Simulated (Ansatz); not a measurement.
# WS2: the cost of one run

Computed with Ansatz 0.2.0 (DFT PBE, scalar-relativistic, plane waves, PAW, and further levels as typed in the inputs, unless a step's input says otherwise).

**1. The starting structure**

It takes space group P-6m2 (No. 187, hexagonal). The conventional cell has a = 3.153 Å, b = 3.153 Å, c = 21.140 Å, α = 90.00°, β = 90.00°, γ = 120.00°. Around S (site symmetry 3m) lie 3 W at 2.40 Å. W (site symmetry -6m2) is surrounded by 6 S at 2.40 Å.

Structure file:

```
S W
1.0
     3.15300    0.00000    0.00000
    -1.57650    2.73058    0.00000
     0.00000    0.00000   21.14000
S W
2 1
Direct
  0.66667 0.33333 0.42573
  0.66667 0.33333 0.57427
  0.33333 0.66667 0.50000
```

**2. Relaxing the atoms: WS2 sheet, no spin**

input.yaml reads:

```yaml
crystal:
  lattice:
    - [3.153, 0.0, 0.0]
    - [-1.5765, 2.7305780981, 0.0]
    - [0.0, 0.0, 21.14]
  atoms:
    - { symbol: S, position: [0.6666666667, 0.3333333333, 0.4257332072] }
    - { symbol: W, position: [0.3333333333, 0.6666666667, 0.5] }
    - { symbol: S, position: [0.6666666667, 0.3333333333, 0.5742667928] }
  periodic: [true, true, false]
scf:
  occupations: { method: gaussian, width: 0.02 }
  n_extra_bands: 6
output:
  forces: true
  stress: false
  write_density: true
  write_potential: true
  elf: true
  volumetric_format: npy
kpoints:
  mp_grid: { grid: [12, 12, 1] }
hamiltonian:
  xc: pbe
relax:
  f_tol: 0.003
  max_steps: 100
```

Run with:

```
> ansatz run input.yaml --threads 8 --pin off --max-ram 32768MiB --backend cpu --events-out ev --progress --plain --runs-dir out
```

**Question.** How long does this run take on 8 threads of AMD EPYC 9R45 (Zen 5), shared host, and how much memory does it need?

About 2.8 s, with a peak of 0.75 GiB.
